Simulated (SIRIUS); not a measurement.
**Si2W under changes of volume**

One of the cells (13.479 Å³/atom); the others are scaled copies at fixed shape and fractional positions:

```xyz
3
Lattice="-1.6069 1.6069 3.9150 1.6069 -1.6069 3.9150 1.6069 1.6069 -3.9150" Properties=species:S:1:pos:R:3 pbc="T T T"
W     0.0000    0.0000    0.0000
Si    0.0000    0.0000    5.2092
Si    0.0000    0.0000    2.6207
```

```yaml
Program: SIRIUS 7.12.0
Functional: PBEsol
Potentials_or_basis: PseudoDojo 0.4.1 PBEsol standard (scalar relativistic)
Cutoff: 1030 eV
Density_cutoff: 4119 eV
k_mesh: 12 × 12 × 12
Occupations: fermi-dirac, width 0.05 eV
Spin: no spin polarisation
```

| volume (Å³/atom) | energy over the lowest point (meV/atom) | pressure (GPa) | largest force (eV/Å) |
| --- | --- | --- | --- |
| 12.670 | ? | ? | ? |
| 12.939 | 9.87 | 8.1 | 0.137 |
| 13.209 | 0.69 | 2.8 | 0.079 |
| 13.479 | 0.00 | -2.0 | 0.024 |
| 13.748 | 6.94 | -6.3 | 0.027 |
| 14.018 | 20.72 | -10.1 | 0.075 |
| 14.287 | 40.64 | -13.5 | 0.121 |

Task: What does the run at 12.670 Å³/atom give?

Result: Energy over the lowest point 28.53 meV/atom; pressure 14.1 GPa; largest force 0.200 eV/Å.

Worked out: A Birch-Murnaghan fit of order 3 (a polynomial in V^(-2/3)) to the other rows has its minimum at 13.37 Å³/atom with B0 = V·E''(V) = 234 GPa and B' = 4.3 at fixed shape and positions, which overstates the stiffness. It gives 28.42 meV/atom at 12.670 Å³/atom, against the run's 28.53, and -dE/dV = 14.0 GPa, against 14.1.

Energies are extrapolated to zero smearing.
